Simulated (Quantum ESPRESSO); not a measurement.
V, 1 atom in the cell. Symmetry: Im-3m, No. 229, cubic system. The conventional cell has a = 3.029 Å, b = 3.029 Å, c = 3.029 Å, α = 90.00°, β = 90.00°, γ = 90.00°. V (site symmetry m-3m) is surrounded by 8 V at 2.62 Å. 

```yaml
Program: Quantum ESPRESSO 7.5
Task: phonon dispersion
Functional: PBE
Potentials_or_basis: GBRV 1.5 PBE
Cutoff: 612 eV
Density_cutoff: 4898 eV
k_mesh: 12 × 12 × 12
Occupations: cold, width 0.2 eV
Spin: collinear spin, ferromagnetic start
Starting_moments: "[2.0] μB"
Mixing_beta: 0.3
Most_SCF_iterations: 120
SCF_threshold: 2e-10 Ry
q_mesh: 2 × 2 × 2
```

Potentials or basis: GBRV 1.5 PBE.

Run with:

```sh
$ OMP_NUM_THREADS=1 pw.x -in pw.in > pw.out
$ OMP_NUM_THREADS=1 pw.x -in relax.in > relax.out
$ OMP_NUM_THREADS=1 pw.x -in scf2.in > scf2.out
$ OMP_NUM_THREADS=1 ph.x -in ph.in > ph.out
$ OMP_NUM_THREADS=1 q2r.x -in q2r.in > q2r.out
$ OMP_NUM_THREADS=1 matdyn.x -in matdyn.in > matdyn.out
$ OMP_NUM_THREADS=1 matdyn.x -in matdyn_dos.in > matdyn_dos.out
$ OMP_NUM_THREADS=1 matdyn.x -in matdyn_mesh.in > matdyn_mesh.out
```

Hardware: 1 thread of Arm Neoverse V1, on a shared host.

Task: Estimate the wall time of this run.

Result: Run time: 13 min on 1 thread of Arm Neoverse V1 (shared host), peak memory 0.09 GiB. Counts: scf iterations 54, k pools 1, bands 15, ion steps 4, k points 72, g dense 10833.
